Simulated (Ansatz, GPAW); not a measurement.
## Ballistic transport through a Pb chain with two Cu atoms in line, from relaxation to T(E)

Aim: the conductance of a Pb chain with two Cu atoms in line after relaxation, and whether geometry, basis or functional moves it most.

Calculated with GPAW 26.7.0 and Ansatz 0.2.0; Ansatz plane waves; relaxation of the junction with the lead ends held, in the first sound run; inputs show where later runs differ.

### 1. The structure

The cell holds 14 atoms: 12 Pb and 2 Cu. Its edges and angles: a = 9.000 Å, b = 9.000 Å, c = 39.323 Å, α = 90.0°, β = 90.0°, γ = 90.0°. Regions: left lead, 6 atoms (6 Pb); channel, 2 atoms (2 Cu); right lead, 6 atoms (6 Pb). Vacuum lies along a and b. The structure is stacked along c, and the current runs across the ab planes.

### 2. Relaxing the atoms

Transmission follows bond lengths closely, so the atoms between the held lead ends are relaxed first, from a slightly shaken start that lets symmetry break.

Input file input.yaml:

```yaml
crystal:
  lattice:
    - [9.0, 0.0, 0.0]
    - [0.0, 9.0, 0.0]
    - [0.0, 0.0, 39.3226]
  atoms:
    - { symbol: Pb, position: [0.5, 0.5, 0.0368744691] }
    - { symbol: Pb, position: [0.5, 0.5, 0.1106234074] }
    - { symbol: Pb, position: [0.5, 0.5, 0.1843723457] }
    - { symbol: Pb, position: [0.5, 0.5, 0.2581212839] }
    - { symbol: Pb, position: [0.5023183992, 0.4967350861, 0.3306697749] }
    - { symbol: Pb, position: [0.4902500981, 0.4988225595, 0.4065709844] }
    - { symbol: Cu, position: [0.5001102421, 0.5017061468, 0.4715353803] }
    - { symbol: Cu, position: [0.4970595138, 0.5088409557, 0.5285762577] }
    - { symbol: Pb, position: [0.5012451769, 0.5091319361, 0.5942936741] }
    - { symbol: Pb, position: [0.5003809817, 0.4982937349, 0.6683849947] }
    - { symbol: Pb, position: [0.5, 0.5, 0.7418787161] }
    - { symbol: Pb, position: [0.5, 0.5, 0.8156276543] }
    - { symbol: Pb, position: [0.5, 0.5, 0.8893765926] }
    - { symbol: Pb, position: [0.5, 0.5, 0.9631255309] }
kpoints:
  mp_grid: { grid: [1, 1, 2] }
hamiltonian:
  xc: pbe
scf:
  occupations: { method: fermi_dirac, width: 0.1 }
relax:
  f_tol: 0.03
  max_steps: 80
  constraints: [{ sites: [0, 1, 2, 3, 10, 11, 12, 13] }]
```

On the command line:

```console
$ ansatz run input.yaml --threads 4 --pin off --max-ram 8192MiB --backend cpu --events-out ev --progress --plain --runs-dir out
```

Numbers of over 12 decimals in the logs are rounded to 6 here.

Log:

```text
Engine: ansatz 0.2.0, x86_64-unknown-linux-gnu
Pseudopotentials: kind: paw
Pseudopotential: Pb, paw, valence charge 14, recommended cutoff 420 eV (normal), Pb.paw.azcp
Pseudopotential: Cu, paw, valence charge 19, recommended cutoff 420 eV (normal), Cu.paw.azcp
Functional definition: PBE
  parameter kappa = 0.804
  parameter beta = 0.066725
  exchange = pbe_x(kappa = kappa, mu = beta*pi^2/3)
  correlation = pbe_c(beta = beta)
Crystal: 14 atoms, lattice volume = 3185.131 Å³
Basis set: ecut = 420 eV, 62143 PW (Γ), exchange–correlation on 128×128×540 points (8 copies of the dense FFT grid, shifted against one another)
Bands: 124, of which v1, the nominal top of the filled ones, is band 103 counted from 1 (102 counted from 0)
Symmetry: 1 space group operations
Space group: P1 (ITA 1), of the structure as read, at distance tolerance 1.5e-4 Å
k-points: 2
Non-local potential: Pb, projectors of the file, l = 0: 2, l = 1: 2, l = 2: 2, l = 3: 2
Non-local potential: Cu, projectors of the file, l = 0: 3, l = 1: 2, l = 2: 3, l = 3: 1
PAW form: soft (Blöchl's): semilocal exchange-correlation on the pseudo side does not see the compensation charge
PAW one-centre angular grid: Pb, 590 points (default); XC on 64 Gauss nodes
PAW one-centre angular grid: Cu, 590 points (default); XC on 64 Gauss nodes
Initial density: superposition of atomic densities (neutral atoms: chi_scale 0, normalization atom), corrected by the library's trained network
Initial wavefunctions: pseudopotential atomic-orbital guess
Functional: x = pbe(κ = 0.804, μ = 0.219515), c = pbe(β = 0.066725)
SCF iter   1: F=—  HF=-156108.680216 eV  |F-HF|=—  |Δ(HF+E_count)|=         —  Δρ=2.50e-3  dr2=1.55e0  ethr=1.77e-3  ⟨swp⟩=8.0  Hψ=974  notcnv=0
preconditioner: auto → LDOS  [metal: Δε(μ)=0.233 eV  Ē_g=5.099 eV  σ=0.100 eV  W_gap=0.47  n_scr=288 (ndim 8)  ℏωp=5.5 eV  f_vac=0.717  D(μ)=14.90/eV (n_scr^D=38)  β→1.0]
SCF iter   2: F=—  HF=-156108.575842 eV  |F-HF|=—  |Δ(HF+E_count)|=   1.04e-1  Δρ=8.87e-4  dr2=1.94e-1  ethr=7.55e-4  ⟨swp⟩=3.5  Hψ=353  notcnv=0
SCF iter   3: F=—  HF=-156108.593822 eV  |F-HF|=—  |Δ(HF+E_count)|=   1.80e-2  Δρ=5.71e-4  dr2=5.99e-2  ethr=9.42e-5  ⟨swp⟩=2.0  Hψ=328  notcnv=0
SCF iter   4: F=—  HF=-156108.591327 eV  |F-HF|=—  |Δ(HF+E_count)|=   2.50e-3  Δρ=1.52e-4  dr2=5.70e-3  ethr=2.91e-5  ⟨swp⟩=1.5  Hψ=249  notcnv=0
SCF iter   5: F=—  HF=-156108.591662 eV  |F-HF|=—  |Δ(HF+E_count)|=   3.35e-4  Δρ=2.32e-4  dr2=1.20e-3  ethr=2.77e-6  ⟨swp⟩=2.0  Hψ=432  notcnv=0
SCF iter   6: F=—  HF=-156108.591507 eV  |F-HF|=—  |Δ(HF+E_count)|=   1.54e-4  Δρ=5.19e-5  dr2=7.56e-5  ethr=5.84e-7  ⟨swp⟩=2.0  Hψ=435  notcnv=0
SCF iter   7: F=-156108.591515 eV  HF=-156108.591515 eV  |F-HF|=1.33e-8  |Δ(HF+E_count)|=   7.80e-6  Δρ=2.00e-5  dr2=1.16e-5  ethr=1.09e-8  ⟨swp⟩=5.0  Hψ=801  notcnv=0
SCF 1 converged in 7 iterations: F = -156108.591515 eV  dr2 = 1.16e-5
  greatest PAW one-centre occupation: 1.000 electrons in one spin orbital (limit 2), on the Cu atom at site 7 (counted from 0), in its partial waves of l = 0
relax step   1: F+E_penalty+E_count = -156108.59151531 eV  Δ(F+E_penalty+E_count) = +0.000e0 eV  max|allowed force component| = 7.012e-1 eV/Å  Δτ_max = 0.0000 Å  (7 SCF iters, dr2 threshold 2.25e-5 eV, accepted)
Initial density: handed on by an earlier stage of this run
Initial wavefunctions: those handed on with the density
iter 1 solved again at ethr=3.33e-4 eV; its pass at ethr=3.10e-3 eV (dr2=6.86e-1 eV) is discarded
SCF iter   1: F=—  HF=-156108.674900 eV  |F-HF|=—  |Δ(HF+E_count)|=         —  Δρ=1.14e-3  dr2=7.22e-1  ethr=3.33e-4  ⟨swp⟩=1.0  Hψ=787  notcnv=0
preconditioner: auto → LDOS  [metal: Δε(μ)=0.191 eV  Ē_g=5.191 eV  σ=0.100 eV  W_gap=0.40  n_scr=288 (ndim 8)  ℏωp=5.5 eV  f_vac=0.716  D(μ)=16.53/eV (n_scr^D=48)  β→1.0]
SCF iter   2: F=—  HF=-156108.654079 eV  |F-HF|=—  |Δ(HF+E_count)|=   2.08e-2  Δρ=5.41e-4  dr2=8.29e-2  ethr=3.33e-4  ⟨swp⟩=2.0  Hψ=251  notcnv=0
SCF iter   3: F=—  HF=-156108.650822 eV  |F-HF|=—  |Δ(HF+E_count)|=   3.26e-3  Δρ=2.53e-4  dr2=9.81e-3  ethr=4.03e-5  ⟨swp⟩=2.0  Hψ=276  notcnv=0
SCF iter   4: F=—  HF=-156108.650630 eV  |F-HF|=—  |Δ(HF+E_count)|=   1.92e-4  Δρ=1.14e-4  dr2=1.00e-3  ethr=4.76e-6  ⟨swp⟩=2.0  Hψ=273  notcnv=0
SCF iter   5: F=—  HF=-156108.650581 eV  |F-HF|=—  |Δ(HF+E_count)|=   4.90e-5  Δρ=5.59e-5  dr2=1.15e-4  ethr=4.87e-7  ⟨swp⟩=2.0  Hψ=436  notcnv=0
SCF iter   6: F=-156108.650563 eV  HF=-156108.650576 eV  |F-HF|=1.27e-5  |Δ(HF+E_count)|=   5.38e-6  Δρ=1.79e-5  dr2=2.01e-5  ethr=1.49e-8  ⟨swp⟩=4.0  Hψ=985  notcnv=0
SCF 2 converged in 6 iterations: F = -156108.650563 eV  dr2 = 2.01e-5
relax step   2: F+E_penalty+E_count = -156108.65056283 eV  Δ(F+E_penalty+E_count) = -5.905e-2 eV  max|allowed force component| = 2.930e-1 eV/Å  Δτ_max = 0.0747 Å  (6 SCF iters, dr2 threshold 3.07e-5 eV, accepted)
iter 1 solved again at ethr=2.61e-5 eV; its pass at ethr=3.10e-3 eV (dr2=5.38e-2 eV) is discarded
SCF iter   1: F=—  HF=-156108.682581 eV  |F-HF|=—  |Δ(HF+E_count)|=         —  Δρ=8.82e-4  dr2=5.12e-2  ethr=2.61e-5  ⟨swp⟩=2.5  Hψ=877  notcnv=0
preconditioner: auto → LDOS  [metal: Δε(μ)=0.181 eV  Ē_g=5.159 eV  σ=0.100 eV  W_gap=0.39  n_scr=288 (ndim 8)  ℏωp=5.5 eV  f_vac=0.716  D(μ)=17.05/eV (n_scr^D=48)  β→1.0]
SCF iter   2: F=—  HF=-156108.681129 eV  |F-HF|=—  |Δ(HF+E_count)|=   1.45e-3  Δρ=4.91e-4  dr2=1.38e-2  ethr=2.48e-5  ⟨swp⟩=2.0  Hψ=448  notcnv=0
SCF iter   3: F=—  HF=-156108.677867 eV  |F-HF|=—  |Δ(HF+E_count)|=   3.26e-3  Δρ=1.65e-4  dr2=9.92e-4  ethr=6.71e-6  ⟨swp⟩=2.0  Hψ=436  notcnv=0
SCF iter   4: F=—  HF=-156108.678238 eV  |F-HF|=—  |Δ(HF+E_count)|=   3.71e-4  Δρ=1.38e-4  dr2=4.22e-4  ethr=4.82e-7  ⟨swp⟩=2.0  Hψ=463  notcnv=0
SCF iter   5: F=—  HF=-156108.678222 eV  |F-HF|=—  |Δ(HF+E_count)|=   1.54e-5  Δρ=5.97e-5  dr2=9.92e-5  ethr=2.05e-7  ⟨swp⟩=2.0  Hψ=454  notcnv=0
SCF iter   6: F=—  HF=-156108.678226 eV  |F-HF|=—  |Δ(HF+E_count)|=   3.84e-6  Δρ=2.44e-5  dr2=1.99e-5  ethr=4.81e-8  ⟨swp⟩=2.0  Hψ=448  notcnv=0
SCF iter   7: F=-156108.678225 eV  HF=-156108.678228 eV  |F-HF|=2.89e-6  |Δ(HF+E_count)|=   2.09e-6  Δρ=1.19e-5  dr2=3.78e-6  ethr=2.61e-9  ⟨swp⟩=5.0  Hψ=904  notcnv=0
SCF 3 converged in 7 iterations: F = -156108.678225 eV  dr2 = 3.78e-6
  greatest PAW one-centre occupation: 1.000 electrons in one spin orbital (limit 2), on the Cu atom at site 6 (counted from 0), in its partial waves of l = 0
relax step   3: F+E_penalty+E_count = -156108.67822517 eV  Δ(F+E_penalty+E_count) = -2.766e-2 eV  max|allowed force component| = 1.439e-1 eV/Å  Δτ_max = 0.2000 Å  (7 SCF iters, dr2 threshold 5.37e-6 eV, accepted)
[...]
relax step   4: F+E_penalty+E_count = -156108.70834227 eV  Δ(F+E_penalty+E_count) = -3.012e-2 eV  max|allowed force component| = 3.126e-1 eV/Å  Δτ_max = 0.1955 Å  (8 SCF iters, dr2 threshold 3.61e-6 eV, accepted)
[...]
relax step   5: F+E_penalty+E_count = -156108.73172837 eV  Δ(F+E_penalty+E_count) = -2.339e-2 eV  max|allowed force component| = 1.206e-1 eV/Å  Δτ_max = 0.1901 Å  (7 SCF iters, dr2 threshold 2.36e-5 eV, accepted)
[...]
relax step   6: F+E_penalty+E_count = -156108.75034750 eV  Δ(F+E_penalty+E_count) = -1.862e-2 eV  max|allowed force component| = 2.241e-2 eV/Å  Δτ_max = 0.1915 Å  (9 SCF iters, dr2 threshold 2.16e-6 eV, accepted)
[...]
relax step   7: F+E_penalty+E_count = -156108.75034779 eV  Δ(F+E_penalty+E_count) = -2.866e-7 eV  max|allowed force component| = 2.242e-2 eV/Å  Δτ_max = 0.0000 Å  (4 SCF iters, accepted)
[...]
relax step   8: F+E_penalty+E_count = -156108.75235645 eV  Δ(F+E_penalty+E_count) = -2.009e-3 eV  max|allowed force component| = 3.743e-2 eV/Å  Δτ_max = 0.1977 Å  (10 SCF iters, accepted)
[...]
relax step   9: F+E_penalty+E_count = -156108.75441306 eV  Δ(F+E_penalty+E_count) = -2.057e-3 eV  max|allowed force component| = 1.327e-2 eV/Å  Δτ_max = 0.0624 Å  (8 SCF iters, dr2 threshold 1.40e-6 eV, accepted)
iter 1 solved again at ethr=1.46e-10 eV; its pass at ethr=3.10e-3 eV (dr2=3.01e-7 eV) is discarded
SCF iter   1: F=—  HF=-156108.754406 eV  |F-HF|=—  |Δ(HF+E_count)|=         —  Δρ=2.69e-6  dr2=3.01e-7  ethr=1.46e-10  ⟨swp⟩=1.0  Hψ=588  notcnv=0
preconditioner: auto → LDOS  [metal: Δε(μ)=0.161 eV  Ē_g=5.076 eV  σ=0.100 eV  W_gap=0.36  n_scr=288 (ndim 8)  ℏωp=5.5 eV  f_vac=0.713  D(μ)=18.71/eV (n_scr^D=60)  β→1.0]
SCF iter   2: F=—  HF=-156108.754413 eV  |F-HF|=—  |Δ(HF+E_count)|=   7.54e-6  Δρ=3.75e-6  dr2=3.11e-7  ethr=1.46e-10  ⟨swp⟩=2.0  Hψ=468  notcnv=0
SCF iter   3: F=—  HF=-156108.754413 eV  |F-HF|=—  |Δ(HF+E_count)|=   5.85e-8  Δρ=5.45e-6  dr2=6.11e-7  ethr=1.46e-10  ⟨swp⟩=2.5  Hψ=458  notcnv=0
SCF iter   4: F=-156108.754413 eV  HF=-156108.754413 eV  |F-HF|=1.35e-8  |Δ(HF+E_count)|=   9.36e-8  Δρ=6.38e-7  dr2=1.37e-8  ethr=4.85e-11  ⟨swp⟩=4.0  Hψ=799  notcnv=0
SCF 10 converged in 4 iterations: F = -156108.754413 eV  dr2 = 1.37e-8
relax step  10: F+E_penalty+E_count = -156108.75441318 eV  Δ(F+E_penalty+E_count) = -1.284e-7 eV  max|allowed force component| = 1.332e-2 eV/Å  Δτ_max = 0.0000 Å  (4 SCF iters, accepted)
SCF converged after 4 iterations
Free energy (F): -156108.754413 eV
Harris-Foulkes:  -156108.754413 eV  (|F-HF|=1.35e-8)
Internal energy: -156108.143305 eV  (E = F + TS)
E sigma→0 (E₀):  -156108.448859 eV
Entropy (-TS):   -0.611108 eV (-43.651 meV/atom)
Fermi energy:    -2.285296 eV
--- Per-component energies (eV) ---
  E_band       = -4016.756940
  E_kinetic    = 4054.743128
  E_local      = -54911.886805  (includes V_loc(G=0)·N_el)
  E_nonlocal   = 4990.672461
  E_hartree    = 24296.442278
  E_xc         = -2799.295910
  E_vxc        = -1780.799564  (∫ρ·V_xc dr)
  E_paw        = -128215.283734  (= ΣΔE_a)
  E_vpaw       = -4962.365373  (= ΣTr[D̂ρ^β])
  E_aug_tail   = 0.001150  (compensation charges beyond the density's cutoff)
  E_ewald      = -3523.535872
  E_smearing   = -0.611108  (= −TS)
  E_closure    = 0.000000  (closes the sum)
  Σ components = -156108.754413   (vs F -156108.754413, Δ=0.00e0)
--- Forces (eV/Å), atoms counted from 1 ---
  atom   1  Pb     0.02555367     0.00719864    -0.07955113
  atom   2  Pb     0.00253363    -0.00002128     0.00890233
  atom   3  Pb     0.03176997     0.00801642     0.00383388
  atom   4  Pb    -0.05443635    -0.01217456     0.45811092
  atom   5  Pb    -0.00690837    -0.00133853     0.00304661
  atom   6  Pb     0.00976463     0.00126653    -0.01331927
  atom   7  Cu    -0.00162218     0.00009229    -0.00345553
  atom   8  Cu    -0.00435772    -0.00323614     0.00491894
  atom   9  Pb     0.00395583    -0.00061560     0.00775572
  atom  10  Pb    -0.00135038     0.00087388    -0.01253162
  atom  11  Pb     0.05254966     0.02321298    -0.44536771
  atom  12  Pb    -0.03106130    -0.01262033    -0.00202670
  atom  13  Pb    -0.00188737    -0.00151296    -0.01070616
  atom  14  Pb    -0.02450676    -0.00913459     0.08038927
  max |Σ_I F_I| component: 6.73e-6 eV/Å
--- Relaxed structure (10 steps of the walk, 10 accepted, 0 SCFs on fresh bases) ---
  F+E_penalty+E_count = -156108.75441318 eV   max|allowed force component| = 1.332e-2 eV/Å
  atoms:
    - { symbol: Pb, position: [0.5, 0.5, 0.0368744691] }
    - { symbol: Pb, position: [0.5, 0.5, 0.110623] }
    - { symbol: Pb, position: [0.5, 0.5, 0.1843723457] }
    - { symbol: Pb, position: [0.5, 0.5, 0.2581212839] }
    - { symbol: Pb, position: [0.586182, 0.516362, 0.332121] }
    - { symbol: Pb, position: [0.468652, 0.492260, 0.402038] }
    - { symbol: Cu, position: [0.495368, 0.496790, 0.469476] }
    - { symbol: Cu, position: [0.504017, 0.500549, 0.530358] }
    - { symbol: Pb, position: [0.524334, 0.511544, 0.597892] }
    - { symbol: Pb, position: [0.419589, 0.461195, 0.668095] }
    - { symbol: Pb, position: [0.5, 0.5, 0.741879] }
    - { symbol: Pb, position: [0.5, 0.5, 0.8156276543] }
    - { symbol: Pb, position: [0.5, 0.5, 0.889377] }
    - { symbol: Pb, position: [0.5, 0.5, 0.963126] }
```

Elapsed: 77 s, on 4 threads of Intel Xeon Platinum 8488C (Sapphire Rapids), shared host; peak memory 4.2 GiB; 4.9 min of CPU time.

Step by step:

| step | energy less that of the first step (eV) | largest force component (eV/Å) |
| --- | --- | --- |
| 1 | 0.0000 | 0.7012 |
| 2 | -0.0590 | 0.2930 |
| 3 | -0.0867 | 0.1439 |
| 4 | -0.1168 | 0.3126 |
| 5 | -0.1402 | 0.1206 |
| 6 | -0.1588 | 0.0224 |
| 7 | -0.1588 | 0.0224 |
| 8 | -0.1608 | 0.0374 |
| 9 | -0.1629 | 0.0133 |
| 10 | -0.1629 | 0.0133 |

The atoms that moved most (Å):

| atom | dx | dy | dz | length |
| --- | --- | --- | --- | --- |
| Pb10 | -0.727 | -0.334 | -0.011 | 0.800 |
| Pb5 | 0.755 | 0.177 | 0.057 | 0.777 |
| Pb6 | -0.194 | -0.059 | -0.178 | 0.270 |
| Pb9 | 0.208 | 0.022 | 0.141 | 0.252 |
| Cu8 | 0.063 | -0.075 | 0.070 | 0.120 |
| Cu7 | -0.043 | -0.044 | -0.081 | 0.102 |

This step gave:

```
free energy         : -156108.7544 eV
smearing term TS    : 0.6111 eV
symmetry operations : 1
```

The relaxation lowered the energy of the cell by 0.163 eV.

(Part 1 of 4 ends here.)

[Logs are printed without paths, hosts, clocks, repeated set-up lines and the standing remarks that a program may print on its own settings, such as how far it seeks lower states.]

[Hosts, paths, dates, database ids (printed as entryN), source tags and the programs' standing remarks are cut or masked in the printed files.]
